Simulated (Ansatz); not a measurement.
Pb under changes of volume

One of the cells (30.323 Å³/atom); the others are scaled copies at fixed shape and fractional positions:

```
Pb
1.0
     0.00000    2.47502    2.47502
     2.47502    0.00000    2.47502
     2.47502    2.47502    0.00000
Pb
1
Cartesian
  0.0000 0.0000 0.0000
```

```yaml
Program: Ansatz 0.2.0
Functional: PBEsol
Potentials_or_basis: Ansatz PAW
Cutoff: "420 eV (not typed: the program's choice for these potentials)"
k_mesh: 9 × 9 × 9
Occupations: fermi-dirac, width 0.05 eV
Spin: no spin polarisation
```

```csv
volume (Å³/atom),energy over the lowest point (meV/atom),pressure (GPa)
28.503,11.56,2.7
29.110,?,?
29.716,0.00,0.4
30.323,0.52,-0.6
30.929,4.58,-1.5
31.535,11.67,-2.2
32.142,21.38,-2.9
```

Problem. What does the run at 29.110 Å³/atom give?

Solution. Energy over the lowest point 3.52 meV/atom; pressure 1.5 GPa.

Worked out: A Birch-Murnaghan fit of order 3 (a polynomial in V^(-2/3)) to the other rows has its minimum at 29.93 Å³/atom with B0 = V·E''(V) = 50 GPa and B' = 5.9. It gives 3.46 meV/atom at 29.110 Å³/atom, against the run's 3.52, and -dE/dV = 1.5 GPa, against 1.5.

Energies are extrapolated to zero smearing.

Caveats: the PAW data sets come from PBE, with cores solved anew for the run's functional, which leaves a small shift of forces and pressure.
